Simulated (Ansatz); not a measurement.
# Al$_{2}$Au under strains and displacements

These are results of Ansatz 0.2.0, DFT PBE, scalar-relativistic, plane waves, PAW, not measurements.

Cutoff 420 eV; k points 10×10×10 on the computed 3-atom cell (Γ-centred); Gaussian smearing, width 0.10 eV; no spin polarisation.

Reference cell:

```
Al Au
1.0
     0.00000    3.00000    3.00000
     3.00000    0.00000    3.00000
     3.00000    3.00000    0.00000
Al Au
2 1
Direct
  0.25000 0.25000 0.25000
  0.75000 0.75000 0.75000
  0.00000 0.00000 0.00000
```

Each variant moves atoms of this cell by the vectors given, if any (Å), and then applies a symmetric strain (tensor components, Cartesian axes). The reference cell isn't relaxed at this level. Energies are per atom at zero smearing, counted from the lowest variant. Pressure is positive in compression.

1. strain (xx yy zz yz xz xy, %) 5.01 3.71 4.61 2.00 0.29 0.00; moves: Al1 (0.095, 0.030, -0.002); Al2 (-0.198, -0.039, -0.054); Au3 (0.103, 0.010, 0.057)
2. strain (xx yy zz yz xz xy, %) 6.72 6.72 -2.28 0.00 0.00 0.00; moves: Al1 (0.000, 0.000, 0.106); Al2 (0.000, 0.000, 0.106); Au3 (0.000, 0.000, -0.212)
3. no strain; moves: Al2 (-0.199, 0.105, -0.014)

```json
{"result": "A", "ΔE (meV/atom)": "74.6", "P (GPa)": "-5.24", "largest force (eV/Å)": "1.21"}
{"result": "B", "ΔE (meV/atom)": "71.4", "P (GPa)": "-3.97", "largest force (eV/Å)": "1.47"}
{"result": "C", "ΔE (meV/atom)": "0.0", "P (GPa)": "4.96", "largest force (eV/Å)": "1.43"}
```

Which variant gave which result?

A is 1, B is 2, C is 3. The pressure falls as the cell grows: from the smallest volume to the largest the variants are 3, 2, 1.

Spin–orbit coupling is left out, which can shift energies with elements as heavy as these.